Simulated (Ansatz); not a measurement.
Crystal: Bi2Te2Se.

```
Bi Te Se
1.0
     2.16097    1.24764   10.58557
    -2.16097    1.24764   10.58557
     0.00000   -2.49527   10.58557
Bi Te Se
2 2 1
Direct
  0.39172 0.39172 0.39172
  0.60828 0.60828 0.60828
  0.78040 0.78040 0.78040
  0.21960 0.21960 0.21960
  0.00000 0.00000 0.00000
```

The cell is a database's computed one.

Base run:

```yaml
Program: Ansatz 0.2.0
Functional: r2SCAN
Potentials_or_basis: Ansatz PAW
Cutoff: "500 eV (not typed: the program's choice for these potentials)"
k_mesh: 7 × 7 × 7
Occupations: fermi-dirac, width 0.05 eV
Spin: no spin polarisation
```

Its results: band gap on the k mesh 0.73 eV, direct; pressure 0.0 GPa; largest force 0.056 eV/Å.

Problem. The run is repeated on the same cell with these changes: functional from r2SCAN to LDA; cutoff from 500 eV (not typed: the program's choice for these potentials) to 420 eV (not typed: the program's choice for these potentials). What comes out?

Solution. Band gap on the k mesh 0.37 eV, direct; pressure -2.6 GPa; largest force 0.138 eV/Å.

r2SCAN gives the wider gap, since meta-GGAs in the generalised Kohn-Sham scheme recover part of the derivative discontinuity.

Caveats: spin-orbit coupling is left out, which as a rule narrows the gap of such compounds by several tenths of an eV; the PAW data sets come from PBE, with cores solved anew for the run's functional, which leaves a small shift of forces and pressure.
